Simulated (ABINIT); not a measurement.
# GaP (F-43m) in ABINIT: settings compared

The runs below take GaP through band structure, equation of state, with rPW86PBE, HCTH407, HLE16.

Everything below comes from runs of ABINIT 10.8.3 (patched build). Logs are shortened: lines on timing, memory, paths and dates and some standing lists are left out, and cuts for length are marked. The log counts tension as positive stress, the text compression.

**Experimental background.**

“Stacking defects in GaP nanowires: Electronic structure and optical properties”, 2018, arxiv:1810.01194 quotes, for a bulk crystal of GaP at 10 K: band gap 2.34 eV (indirect).

“Phosphorous dimerization in GaP at high pressure”, 2017, arxiv:1709.06667 reports, for a bulk crystal of GaP: bulk modulus 87.5 ± 0.6 GPa.

The results are compared with them further down.

## (1) The crystal as given

The structure is cubic, space group F-43m (No. 216). The conventional cell has a = 5.451 Å, b = 5.451 Å, c = 5.451 Å, α = 90.00°, β = 90.00°, γ = 90.00°. Around Ga (site symmetry -43m) lie 4 P at 2.36 Å. Around P (site symmetry -43m) lie 4 Ga at 2.36 Å.

## (2) Band structure, rPW86PBE

File run.abi:

```
# Datasets: ground state, then fixed potential
ndtset 2

# Pseudopotentials
pp_dirpath "./"
pseudos "Ga.upf, P.upf"

# Structure
acell 3*1.0
rprim
     0.0000000000     5.1499761211     5.1499761211
     5.1499761211     0.0000000000     5.1499761211
     5.1499761211     5.1499761211     0.0000000000
ntypat 2
znucl 31 15
natom 2
typat 1 2
xcart
     0.0000000000     0.0000000000     0.0000000000
     7.7249641817     7.7249641817     7.7249641817

# Plane-wave basis
ecut 1088.455450 eV

# Exchange and correlation
ixc -144130

# Bands and occupations
occopt 3
tsmear 0.05 eV

# SCF cycle
nstep 100

# Output
iomode 3
prtwf 0
prteig 0
prtebands 0
enunit 1
prtden1 1

# Dataset 1
kptopt1 1
ngkpt1 8 8 8
nshiftk1 1
shiftk1 0.0 0.0 0.0
nband1 13
tolvrs1 1.0e-10

# Dataset 2: bands along G-X-W-K-G-L-U-W-L-K
iscf2 -2
getden2 1
nband2 17
nbdbuf2 2
tolwfr2 1.0e-12
kptopt2 -9
ndivsm2 5
prteig2 1
prtvol2 -3
kptbounds2
     0.0000000000     0.0000000000     0.0000000000
     0.5000000000     0.0000000000     0.5000000000
     0.5000000000     0.2500000000     0.7500000000
     0.3750000000     0.3750000000     0.7500000000
     0.0000000000     0.0000000000     0.0000000000
     0.5000000000     0.5000000000     0.5000000000
     0.6250000000     0.2500000000     0.6250000000
     0.5000000000     0.2500000000     0.7500000000
     0.5000000000     0.5000000000     0.5000000000
     0.3750000000     0.3750000000     0.7500000000
```

Potentials or basis: PseudoDojo NC SR PBE v0.4.1 standard.

The run is started by

```
> abinit run.abi > log 2>&1
```

run.abo:

```text
.Version 10.8.3 of ABINIT
 DATASET    1 : space group F-4 3 m (#216); Bravais cF (face-center cubic)
================================================================================
 Values of the parameters that define the memory need for DATASET  1.
     intxc =       0    ionmov =       0      iscf =       7    lmnmax =       6
     lnmax =       6     mgfft =      45  mpssoang =       3    mqgrid =    3001
     natom =       2  nloc_mem =       1    nspden =       1   nspinor =       1
    nsppol =       1      nsym =      24    n1xccc =    2501    ntypat =       2
    occopt =       3   xclevel =       2
       mpw =        3327          nfft =       91125          nkpt =          29
================================================================================
================================================================================

 DATASET    2 : space group F-4 3 m (#216); Bravais cF (face-center cubic)
================================================================================
 Values of the parameters that define the memory need for DATASET  2.
     intxc =       0    ionmov =       0      iscf =      -2    lmnmax =       6
     lnmax =       6     mgfft =      45  mpssoang =       3    mqgrid =    3001
     natom =       2  nloc_mem =       1    nspden =       1   nspinor =       1
    nsppol =       1      nsym =      24    n1xccc =    2501    ntypat =       2
    occopt =       3   xclevel =       2
       mpw =        3327          nfft =       91125          nkpt =          87
================================================================================
================================================================================

--------------------------------------------------------------------------------
------------- Echo of variables that govern the present computation ------------
--------------------------------------------------------------------------------
 -outvars: echo values of preprocessed input variables --------
            acell      1.0000000000E+00  1.0000000000E+00  1.0000000000E+00 Bohr
              amu      6.97230000E+01  3.09737620E+01
             ecut      4.00000000E+01 Hartree
           enunit           1
           getden1          0
           getden2          1
             iscf1          7
             iscf2         -2
              ixc     -144130
           jdtset        1    2
           kptopt1          1
           kptopt2         -9
         kptrlatt        8    0    0      0    8    0      0    0    8
          kptrlen1     5.82653286E+01
          kptrlen2     3.00000000E+01
            natom           2
            nband1         13
            nband2         17
           nbdbuf1          0
           nbdbuf2          2
           ndtset           2
           ndivsm1          0
           ndivsm2          5
            ngfft          45      45      45
[... 844 lines left out ...]
xred      :
- [  0.0000E+00,   0.0000E+00,   0.0000E+00, Ga]
- [  7.5000E-01,   7.5000E-01,   7.5000E-01,  P]
cartesian_forces: null
force_length_stats: {min: null, max: null, mean: null, }
...

 Integrated electronic density in atomic spheres:
 ------------------------------------------------
 Atom  Sphere_radius  Integrated_density
    1        2.00000         10.84061149
    2        2.00000          2.82184723
================================================================================

 ----iterations are completed or convergence reached----

 Mean square residual over all n,k,spin=   54.754E-14; max=  99.882E-14
 reduced coordinates (array xred) for    2 atoms
       0.000000000000      0.000000000000      0.000000000000
       0.750000000000      0.750000000000      0.750000000000

 cartesian coordinates (angstrom) at end:
    1      0.00000000000000     0.00000000000000     0.00000000000000
    2      4.08787499719786     4.08787499719786     4.08787499719786
 length scales=  1.000000000000  1.000000000000  1.000000000000 bohr
              =  0.529177210544  0.529177210544  0.529177210544 angstroms
 Eigenvalues (   eV  ) for nkpt=  87  k points:
 kpt#   1, nband= 17, wtk=  1.00000, kpt=  0.0000  0.0000  0.0000 (reduced coord)
 -10.25329  -10.25329  -10.25329  -10.15836  -10.15836   -8.10429    4.37320    4.37320
   4.37320    6.13965    8.30803    8.30803    8.30803   13.23330   14.21608   14.21608
  16.96592
 kpt#   2, nband= 17, wtk=  1.00000, kpt=  0.0357  0.0000  0.0357 (reduced coord)
 -10.25528  -10.25253  -10.25253  -10.15866  -10.15809   -8.08215    4.15621    4.30866
   4.30866    6.34689    8.24667    8.39673    8.39673   13.34830   13.99766   14.23589
  17.01400
 kpt#   3, nband= 17, wtk=  1.00000, kpt=  0.0714  0.0000  0.0714 (reduced coord)
 -10.26100  -10.25026  -10.25026  -10.15961  -10.15730   -8.01601    3.67580    4.13201
   4.13201    6.78552    8.08771    8.64575    8.64575   13.46769   13.69298   14.29519
  17.14709
 kpt#   4, nband= 17, wtk=  1.00000, kpt=  0.1071  0.0000  0.1071 (reduced coord)
 -10.26981  -10.24659  -10.24659  -10.16123  -10.15604   -7.90678    3.10501    3.88054
   3.88054    7.21369    7.92077    9.01750    9.01750   12.88094   14.18380   14.39354
  17.37541
 kpt#   5, nband= 17, wtk=  1.00000, kpt=  0.1429  0.0000  0.1429 (reduced coord)
[... 317 lines left out ...]
   2.53446    7.04301    9.93723   11.17430   11.67391   14.05368   14.80566   17.95061
  18.87812
 kpt#  85, nband= 17, wtk=  1.00000, kpt=  0.4028  0.4028  0.6944 (reduced coord)
 -10.34620  -10.21465  -10.20416  -10.17011  -10.14916   -5.39111   -2.05754    0.57925
   2.38315    6.89146    9.99678   11.72659   11.75707   13.80478   14.67544   18.81313
  19.24576
 kpt#  86, nband= 17, wtk=  1.00000, kpt=  0.3889  0.3889  0.7222 (reduced coord)
 -10.34979  -10.21128  -10.20049  -10.17349  -10.14788   -5.26656   -2.12464    0.47024
   2.25232    6.75130    9.66743   12.23428   12.24244   13.62903   14.65683   19.16031
  20.00763
 kpt#  87, nband= 17, wtk=  1.00000, kpt=  0.3750  0.3750  0.7500 (reduced coord)
 -10.35289  -10.20835  -10.19796  -10.17637  -10.14628   -5.19121   -2.19411    0.50062
   2.14767    6.64001    9.21470   12.63876   12.65349   13.70968   14.81940   19.03253
  20.23614

== END DATASET(S) ==============================================================
================================================================================

 -outvars: echo values of variables after computation  --------
            acell      1.0000000000E+00  1.0000000000E+00  1.0000000000E+00 Bohr
           etotal1    -8.3606795096E+01
            fcart1     7.8426923538E-29  7.8426923538E-29 -2.3528077061E-28
                      -7.8426923538E-29 -7.8426923538E-29  2.3528077061E-28
            rprim      0.0000000000E+00  5.1499761211E+00  5.1499761211E+00
                       5.1499761211E+00  0.0000000000E+00  5.1499761211E+00
                       5.1499761211E+00  5.1499761211E+00  0.0000000000E+00
           strten1    -1.6542547643E-04 -1.6542547643E-04 -1.6542547643E-04
                       0.0000000000E+00  0.0000000000E+00  0.0000000000E+00
           xangst      0.0000000000E+00  0.0000000000E+00  0.0000000000E+00
                       4.0878749972E+00  4.0878749972E+00  4.0878749972E+00
             xred      0.0000000000E+00  0.0000000000E+00  0.0000000000E+00
                       7.5000000000E-01  7.5000000000E-01  7.5000000000E-01
 Calculation completed.
```

It took 2.8 min on 1 thread of Arm Neoverse V1, shared host; peak memory 0.15 GiB.

Results:

```yaml
Free_energy: -2275.0568 eV
Pressure: 4.9 GPa
Band_gap_on_the_k_mesh: 1.67 eV, indirect (least direct gap 1.77 eV)
Band_gap_along_the_path: 1.67 eV, indirect (least direct gap 1.77 eV)
Valence_electrons_inside_the_program's_atomic_spheres: Ga 10.84; P 2.82
```

Levels at the corners of the path, in eV from the valence-band top:
```
point  band 6  band 7  band 8  band 9  band 10  band 11  band 12  band 13
    Γ  -12.48    0.00    0.00    0.00     1.77     3.93     3.93     3.93
    X   -9.53   -6.77   -2.65   -2.65     1.77     1.87    10.55    10.55
    W   -9.44   -6.58   -3.52   -3.36     4.79     4.83     6.17     6.23
    K   -9.56   -6.57   -3.87   -2.23     2.27     4.84     8.27     8.28
    Γ  -12.48    0.00    0.00    0.00     1.77     3.93     3.93     3.93
    L  -10.43   -6.61   -1.11   -1.11     1.67     4.79     4.79     8.40
    U   -9.56   -6.57   -3.87   -2.23     2.27     4.84     8.27     8.28
    W   -9.44   -6.58   -3.52   -3.36     4.79     4.83     6.17     6.23
    L  -10.43   -6.61   -1.11   -1.11     1.67     4.79     4.79     8.40
    K   -9.56   -6.57   -3.87   -2.23     2.27     4.84     8.27     8.28
```

Caveat: the potentials were made for another functional, which shifts forces and pressure.

## (3) Equation of state, HCTH407

File run.abi:

```
# Datasets: one volume each
ndtset 7
getwfk -1
scalecart1 3*0.9795861087
scalecart2 3*0.9864848297
scalecart3 3*0.9932883884
scalecart4 3*1.0000000000
scalecart5 3*1.0066227096
scalecart6 3*1.0131594038
scalecart7 3*1.0196128224

# Pseudopotentials
pp_dirpath "./"
pseudos "Ga.GGA_PBE-JTH.xml, P.GGA_PBE-JTH.xml"

# Structure
acell 3*1.0
rprim
     0.0000000000     5.1499761211     5.1499761211
     5.1499761211     0.0000000000     5.1499761211
     5.1499761211     5.1499761211     0.0000000000
ntypat 2
znucl 31 15
natom 2
typat 1 2
xred
     0.0000000000     0.0000000000     0.0000000000
     0.7500000000     0.7500000000     0.7500000000

# Plane-wave basis
ecut 20.0
pawecutdg 40.0

# k points
kptopt 1
ngkpt 8 8 8
nshiftk 1
shiftk 0.0 0.0 0.0

# Exchange and correlation
ixc 27

# Bands and occupations
nband 13
occopt 3
tsmear 0.05 eV

# SCF cycle
nstep 100
tolvrs 1.0e-9

# Output
iomode 3
prtwf 1
prtden 0
prteig 0
prtebands 0
enunit 1
```

Potentials or basis: JTH PAW PBE v2.0.

The run is started by

```
> abinit run.abi > log 2>&1
```

Wall time 2 min (1 thread of Arm Neoverse V1, shared host); peak memory 0.14 GiB.

It converged, with:

| Item | Value |
| --- | --- |
| Equilibrium volume | 21.03 Å³/atom |
| Bulk modulus | 71 GPa |
| Pressure derivative of the bulk modulus | 4.6 |

Energy against volume, from the lowest point:
```
volume (Å³/atom)  energy (meV/atom)
          19.026              51.01
          19.431              31.26
          19.836              16.82
          20.240               7.10
          20.645               1.65
          21.050               0.00
          21.455               1.78
```

Caveat: pressures at fixed basis lie under the slope of the energies; the PAW data sets were made with another functional, which shifts forces and pressure a little.

## (4) Band structure, HLE16

File run.abi:

```
# Datasets: ground state, then fixed potential
ndtset 2

# Pseudopotentials
pp_dirpath "./"
pseudos "Ga.GGA_PBE-JTH.xml, P.GGA_PBE-JTH.xml"

# Structure
acell 3.8540855109 3.8540855109 3.8540855109 Angstrom
rprim
     0.0000000000     0.7071067812     0.7071067812
     0.7071067812     0.0000000000     0.7071067812
     0.7071067812     0.7071067812     0.0000000000
ntypat 2
znucl 31 15
natom 2
typat 1 2
xred
     0.0000000000     0.0000000000     0.0000000000
     0.7500000000     0.7500000000     0.7500000000

# Plane-wave basis
ecut 20.0
pawecutdg 40.0

# Exchange and correlation
ixc -545

# Bands and occupations
occopt 3
tsmear 0.05 eV

# SCF cycle
nstep 100

# Output
iomode 3
prtwf 0
prteig 0
prtebands 0
prtden1 1
prtvha1 1
prtvclmb1 1
prtpot1 1

# Dataset 1
kptopt1 1
ngkpt1 8 8 8
nshiftk1 1
shiftk1 0.0 0.0 0.0
nband1 13
tolvrs1 1.0e-9

# Dataset 2: bands along G-X-W-K-G-L-U-W-L-K
iscf2 -2
getden2 1
nband2 17
nbdbuf2 2
tolwfr2 1.0e-12
kptopt2 -9
ndivsm2 6
prteig2 1
prtvol2 -3
kptbounds2
     0.0000000000     0.0000000000     0.0000000000
     0.5000000000     0.0000000000     0.5000000000
     0.5000000000     0.2500000000     0.7500000000
     0.3750000000     0.3750000000     0.7500000000
     0.0000000000     0.0000000000     0.0000000000
     0.5000000000     0.5000000000     0.5000000000
     0.6250000000     0.2500000000     0.6250000000
     0.5000000000     0.2500000000     0.7500000000
     0.5000000000     0.5000000000     0.5000000000
     0.3750000000     0.3750000000     0.7500000000
```

The run is started by

```
> abinit run.abi > log 2>&1
```

It took 61 s on 1 thread of Arm Neoverse V1, shared host; peak memory 0.13 GiB.

The run converged. Its results:

```
Free energy                                           : -2462.0653 eV
Pressure                                              : -11.1 GPa
Band gap on the k mesh                                : 2.28 eV, direct
Band gap along the path                               : 2.28 eV, direct
Valence electrons inside the program's atomic spheres : Ga 11.14; P 1.73
```

Levels at the corners of the path, in eV from the valence-band top:
```tsv
point	band 5	band 6	band 7	band 8	band 9	band 10	band 11	band 12	band 13	band 14
Γ	-18.82	-12.05	0.00	0.00	0.00	2.28	4.61	4.61	4.61	10.27
X	-18.81	-9.52	-6.23	-2.30	-2.30	2.75	2.97	10.98	10.98	12.06
W	-18.82	-9.47	-6.05	-3.01	-2.80	5.14	5.71	6.93	7.32	12.21
K	-18.82	-9.57	-6.04	-3.28	-1.92	3.22	5.54	8.79	9.12	10.07
Γ	-18.82	-12.05	0.00	0.00	0.00	2.28	4.61	4.61	4.61	10.27
L	-18.82	-10.31	-5.98	-0.96	-0.96	2.37	5.50	5.50	9.90	12.23
U	-18.82	-9.57	-6.04	-3.28	-1.92	3.22	5.54	8.79	9.12	10.07
W	-18.82	-9.47	-6.05	-3.01	-2.80	5.14	5.71	6.93	7.32	12.21
L	-18.82	-10.31	-5.98	-0.96	-0.96	2.37	5.50	5.50	9.90	12.23
K	-18.82	-9.57	-6.04	-3.28	-1.92	3.22	5.54	8.79	9.12	10.07
```

Caveat: the potentials were made for a functional far from this one; the potentials were made for another functional, which shifts forces and pressure.

## (5) Overview

```csv
task,level,potentials or basis,cutoff (eV),fine-grid cutoff,gap on the mesh (eV),pressure (GPa)
band structure,rPW86PBE,PseudoDojo NC SR PBE v0.4.1 standard,1088,-,1.67,4.9
equation of state,HCTH407,JTH PAW PBE v2.0,544,1088.46 eV,-,-
band structure,HLE16,JTH PAW PBE v2.0,544,1088.46 eV,2.28,-11.1
```

Alike in all rows: no spin polarisation; cell as given; k mesh 8 × 8 × 8; smearing fermi-dirac 0.05 eV.

Caveats: the potentials were made for another functional, which shifts forces and pressure (some runs); pressures at fixed basis lie under the slope of the energies (some runs); the PAW data sets were made with another functional, which shifts forces and pressure a little (some runs); the potentials were made for a functional far from this one (some runs).

Absolute energies hang on the potentials; compare differences alone.

## (6) How close it comes

Step 2. A measured gap of GaP is 2.34 eV (indirect; 10 K; quoted in “Stacking defects in GaP nanowires: Electronic structure and optical properties”, 2018, arxiv:1810.01194); the calculated 1.67 eV misses it by -0.67 eV. Spin-orbit coupling on Ga is left out. The value is that of rPW86PBE, without temperature or zero-point motion.

Step 3. Measured bulk modulus of GaP: 87.5 GPa (“Phosphorous dimerization in GaP at high pressure”, 2017, arxiv:1709.06667). This calculation gives 71 GPa (-19.3 %). The fit is for a static lattice scaled at fixed shape and fixed fractional positions.
